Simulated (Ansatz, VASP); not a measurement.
# Cross-check of Ru (ladder Ru chain) between VASP and Ansatz, part 2 of 2

Wanted: the spread between two codes on one cell, functional and k mesh. The cell is taken from a series of runs on this material, whose earlier steps may have relaxed, scaled, displaced or heated it; both programs get it as it stands.

VASP 6.6.1 and Ansatz 0.2.0.

So far: The structure; Ansatz: single point, PBE; VASP: single point, PBE; Differences; Ansatz: single point, RPBE.

## 6. VASP: single point, RPBE

Level of this step: RPBE, spin-polarised from a ferromagnetic start; plane waves and PAW (Ru_pv) (VASP).

The same cell, functional, mesh and smearing now go to VASP, with its own data sets.

File INCAR:

```
SYSTEM = Ru
PREC = Accurate
ENCUT = 400
EDIFF = 1E-06
NELM = 200
ISMEAR = -1
SIGMA = 0.05
LREAL = .FALSE.
ALGO = Normal
GGA = RP
NBANDS = 23
ISPIN = 2
MAGMOM = 1.46 1.46
LASPH = .TRUE.
LMAXMIX = 4
LORBIT = 11
LWAVE = .FALSE.
LCHARG = .FALSE.
ISIF = 2
GGA_COMPAT = .FALSE.
KPAR = 2
```

File POSCAR:

```
Ru
1.0
    9.0000000000      0.0000000000      0.0000000000
    0.0000000000      7.5000000000      0.0000000000
    0.0000000000      0.0000000000      2.5637473091
Ru
2
Direct
    0.3837954020      0.5000000000      0.0000000000
    0.6162045980      0.5000000000      0.5000000000
```

File KPOINTS:

```
Automatic mesh
0
Gamma
1 1 32
0 0 0
```

The projector-augmented-wave data sets are Ru_pv (PBE family, release 64).

Command:

```console
mpirun -np 2 vasp_std
```

Numbers of over 12 decimals in the logs are rounded to 6 here.

What it wrote:

```text
[banner, memory and clock lines left out]
running    2 mpi-ranks, on    1 nodes
[...]
|                                                                             |
|               ----> ADVICE to this user running VASP <----                  |
|                                                                             |
|     You enforced a specific xc type in the INCAR file but a different       |
|     [... a line on the potential file left out ...]
|     I HOPE YOU KNOW WHAT YOU ARE DOING!                                     |
|                                                                             |

 LDA part: xc-table for (Slater+PW92), standard interpolation
 POSCAR, INCAR and KPOINTS ok, starting setup
[...]
entering main loop
       N       E                     dE             d eps       ncg     rms          rms(c)
DAV:   1     0.138528759077E+03    0.13853E+03   -0.14440E+04  2100   0.794E+02
DAV:   2    -0.783239677634E+01   -0.14636E+03   -0.13934E+03  1833   0.231E+02
DAV:   3    -0.118974165346E+02   -0.40650E+01   -0.38964E+01  1795   0.353E+01
DAV:   4    -0.119699019270E+02   -0.72485E-01   -0.72394E-01  2164   0.418E+00
[...]
DAV:  20    -0.113575463904E+02    0.10957E-05   -0.36495E-05  1484   0.296E-02    0.502E-04
DAV:  21    -0.113575415201E+02    0.48702E-05   -0.10787E-05  1447   0.156E-02    0.316E-04
DAV:  22    -0.113575415749E+02   -0.54788E-07   -0.80727E-07  1334   0.396E-03
   1 F= -.11357542E+02 E0= -.11341302E+02  d E =-.324794E-01  mag=     3.9021
```

From OUTCAR (step 6):

```text
  Total       -0.2349260     -0.4198909     -0.1385995      0.0000000      0.0000000      0.0000000
  in kB       -2.1750170     -3.8874788     -1.2831969      0.0000000      0.0000000      0.0000000
  external PRESSURE =      -2.4485643 kB  Pullay stress =       0.0000000 kB

 POSITION                                       TOTAL-FORCE (eV/Angst)
 -----------------------------------------------------------------------------------
      3.45416      3.75000      0.00000        -0.007656      0.000000      0.000000
      5.54584      3.75000      1.28187         0.007656      0.000000      0.000000
 -----------------------------------------------------------------------------------
    total drift:                                0.000000     -0.000000      0.000000

  FREE ENERGIE OF THE ION-ELECTRON SYSTEM (eV)
  ---------------------------------------------------
  free  energy   TOTEN  =       -11.3575415749 eV

  energy  without entropy=      -11.3250622005  energy(sigma->0) =      -11.34130189

 magnetization (x)
# of ion       s       p       d       tot
------------------------------------------
    1        0.050   0.023   1.565   1.638
    2        0.050   0.023   1.565   1.638
--------------------------------------------------
tot          0.101   0.046   3.129   3.276

[... 1 part as in an earlier step ...]

[... 2 further parts left out ...]
[key lines of the parts left out:]
E-fermi :  -1.4854
```

## 7. Comparison

What differs besides the data sets and the points named for the pairs above, as far as they apply: the data sets hold 32 valence electrons in Ansatz (on its default PAW (the set named soft_2) files) and 28 in VASP; Ansatz makes its cores anew for this functional, VASP keeps those of its PBE data sets. Total energies have different zeros and are not compared.

Compared:

```
          quantity  Ansatz  VASP  difference
 total moment (μB)    3.90  3.90        0.00
moment on Ru1 (μB)    1.46  1.64       -0.18
moment on Ru2 (μB)    1.46  1.64       -0.18
```

## 8. Ansatz: single point, PBEsol

A single point gives forces, pressure and levels at one fixed geometry, so differences don't come from the geometry; what else differs is listed under the comparison. The cell compared in this pair holds 162.26 Å³, against 173.05 Å³ for the pair before.

The cell is taken from a series of runs on this material, whose earlier steps may have relaxed, scaled, displaced or heated it; both programs get it as it stands.

File input.yaml:

```yaml
crystal:
  lattice:
    - [9.0, 0.0, 0.0]
    - [0.0, 7.5, 0.0]
    - [0.0, 0.0, 2.4038715215]
  atoms:
    - { symbol: Ru, position: [0.38330125, 0.5, 0.0], spin: 0.67 }
    - { symbol: Ru, position: [0.61669875, 0.5, 0.5], spin: 0.67 }
magnetization:
  spin_polarized: true
kpoints:
  mp_grid: { grid: [1, 1, 34] }
  band_path: { path: ["Γ", Z], npoints: 60 }
scf:
  occupations: { method: fermi_dirac, width: 0.05 }
hamiltonian:
  xc: pbesol
output:
  transmission:
    e_range: [-2, 2]
    de: 0.035
    kmesh: [1, 1]
    reduced_basis: true
    leads: [[0, 0]]
  dos: { projected: true, e_range: [-6, 4] }
```

Command:

```console
ansatz run input.yaml --threads 4 --pin off --max-ram 8192MiB --backend cpu --events-out ev --progress --plain --runs-dir out
```

What it wrote:

```text
[...]
Crystal: 2 atoms, lattice volume = 162.261 Å³
Basis set: ecut = 420 eV, 3119 PW (Γ)
Bands: 21, of which v1, the nominal top of the filled ones, is band 16 counted from 1 (15 counted from 0)
Symmetry: 8 space group operations
[...]
k-points: 18 of 34
[...]
Starting moments: Σ|m| = 1.34 μB on 2 of 2 sites
[...]
--- Transmission ---
  basis      : 595 plane waves across, 3 finite elements along
  points     : 1, standing for a mesh of 1 x 1
[...]
crystal 0  : Ru2, at the sites [0, 0], period 2.4039 Å: whole cells are its period
[...]
filled         : 2.3 meV under the level at which it is neutral
    channels       : 7.000000e0 up, 6.000000e0 down
[...]
[key lines of the parts left out:]
SCF converged after 13 iterations
Magnetization: 1.9109 μB (16.9554 up, 15.0446 down)
Free energy (F): -11625.757214 eV
Fermi energy:    0.120609 eV
```

## 9. VASP: single point, PBEsol

The same cell, functional, mesh and smearing now go to VASP, with its own data sets.

Edit INCAR of step 6 so:

```diff
@@ -9,6 +9,6 @@
 ALGO = Normal
-GGA = RP
-NBANDS = 23
+GGA = PS
+NBANDS = 22
 ISPIN = 2
-MAGMOM = 1.46 1.46
+MAGMOM = 0.69 0.69
 LASPH = .TRUE.
```

File POSCAR:

```
Ru
1.0
    9.0000000000      0.0000000000      0.0000000000
    0.0000000000      7.5000000000      0.0000000000
    0.0000000000      0.0000000000      2.4038715215
Ru
2
Direct
    0.3833012500      0.5000000000      0.0000000000
    0.6166987500      0.5000000000      0.5000000000
```

File KPOINTS:

```
Automatic mesh
0
Gamma
1 1 34
0 0 0
```

Command:

```console
mpirun -np 2 vasp_std
```

What it wrote:

```text
[banner, memory and clock lines left out]
running    2 mpi-ranks, on    1 nodes
[...]
[... a notice as in an earlier step ...]

 LDA part: xc-table for (Slater+PW92), standard interpolation
 POSCAR, INCAR and KPOINTS ok, starting setup
[...]
entering main loop
       N       E                     dE             d eps       ncg     rms          rms(c)
DAV:   1     0.143969842968E+03    0.14397E+03   -0.14616E+04  2144   0.835E+02
DAV:   2    -0.969994278993E+01   -0.15367E+03   -0.14752E+03  1864   0.247E+02
DAV:   3    -0.139794516598E+02   -0.42795E+01   -0.40970E+01  1902   0.378E+01
DAV:   4    -0.140588980549E+02   -0.79446E-01   -0.79399E-01  2094   0.461E+00
[...]
DAV:  20    -0.130963097000E+02   -0.60809E-05   -0.12066E-06  1300   0.528E-03    0.148E-03
DAV:  21    -0.130963118721E+02   -0.21722E-05   -0.40363E-07  1216   0.262E-03    0.739E-04
DAV:  22    -0.130963122929E+02   -0.42075E-06   -0.15971E-07  1118   0.182E-03
   1 F= -.13096312E+02 E0= -.13075730E+02  d E =-.411638E-01  mag=     1.8532
```

Parts of OUTCAR (step 9):

```text
  Total       -0.2509168     -0.3544944      0.1285772      0.0000000      0.0000000      0.0000000
  in kB       -2.4775666     -3.5002978      1.2695785      0.0000000      0.0000000      0.0000000
  external PRESSURE =      -1.5694286 kB  Pullay stress =       0.0000000 kB

 POSITION                                       TOTAL-FORCE (eV/Angst)
 -----------------------------------------------------------------------------------
      3.44971      3.75000      0.00000         0.026286      0.000000      0.000000
      5.55029      3.75000      1.20194        -0.026286      0.000000      0.000000
 -----------------------------------------------------------------------------------
    total drift:                                0.000000     -0.000000     -0.000000

  FREE ENERGIE OF THE ION-ELECTRON SYSTEM (eV)
  ---------------------------------------------------
  free  energy   TOTEN  =       -13.0963122929 eV

  energy  without entropy=      -13.0551485195  energy(sigma->0) =      -13.07573041

 magnetization (x)
# of ion       s       p       d       tot
------------------------------------------
    1        0.032   0.014   0.715   0.761
    2        0.032   0.014   0.715   0.761
--------------------------------------------------
tot          0.065   0.028   1.431   1.523

[... 3 further parts left out ...]
[key lines of the parts left out:]
E-fermi :  -1.6695
```

## 10. Side by side

What differs besides the data sets and the points named for the pairs above, as far as they apply: the data sets hold 32 valence electrons in Ansatz (on its default PAW (the set named soft_2) files) and 28 in VASP. Total energies have different zeros and are not compared.

The two programs side by side:

```
          quantity  Ansatz  VASP  difference
 total moment (μB)    1.91  1.85       +0.06
moment on Ru1 (μB)    0.69  0.76       -0.08
moment on Ru2 (μB)    0.69  0.76       -0.08
```

## 11. Outcome

- difference in total moment (single point, PBE): 0.0080 μB
- difference in total moment (single point, RPBE): -0.0028 μB
- difference in total moment (single point, PBEsol): 0.058 μB

**Reading.** The difference in total moment is 0.0080 μB (single point, PBE). The data sets hold unlike numbers of valence electrons (32 in Ansatz and 28 in VASP), so part of the differences comes from the potentials. 3 further runs of this series are not shown here. Such differences can come from data sets, numerical settings and the points named under the comparisons, not from the functional's error against experiment.

[Lines on the potential files, build, host, timing and source positions are cut from VASP's logs without a mark.]

[Logs are printed without paths, hosts, clocks, repeated set-up lines and the standing remarks that a program may print on its own settings, such as how far it seeks lower states.]

[Hosts, paths, dates, database ids (printed as entryN), source tags and the programs' standing remarks are cut or masked in the printed files.]
